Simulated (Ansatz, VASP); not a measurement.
# One calculation of Mg2Ge, two programs

```xyz
3
Lattice="0.0000 3.2110 3.2110 3.2110 0.0000 3.2110 3.2110 3.2110 0.0000" Properties=species:S:1:pos:R:3 pbc="T T T"
Mg    4.8165    4.8165    4.8165
Mg    1.6055    1.6055    1.6055
Ge    0.0000    0.0000    0.0000
```

Alike in both runs: functional PBE; k mesh 10 × 10 × 10; occupations gaussian, width 0.01 eV; no spin polarisation.

Ansatz relaxed the structure, and its values are those at the end. VASP's run is a single point on that final structure, the one shown.

|  | VASP | Ansatz |
| --- | --- | --- |
| version | VASP 6.6.1 | Ansatz 0.2.0 |
| potentials or method | VASP PAW PBE potentials, release 64 (Mg, Ge_d) | scalar-relativistic, plane waves, PAW |
| plane-wave cutoff (eV) | 520 | 420 |
| valence electrons in the cell | 18 | 34 |

VASP gave:

- gap on the k mesh at the Fermi level (eV): 0.16
- least direct gap on the mesh (eV): 0.94
- pressure (GPa): -0.2

Q: Which values does Ansatz return?

A: gap on the k mesh at the Fermi level (eV): 0.17; least direct gap on the mesh (eV): 0.95; pressure (GPa): 0.0.

The functional is the same, so the differences come from potentials, cutoffs and numerics. The two sets of potentials don't hold the same shells in valence.

A k mesh can miss the band edges.
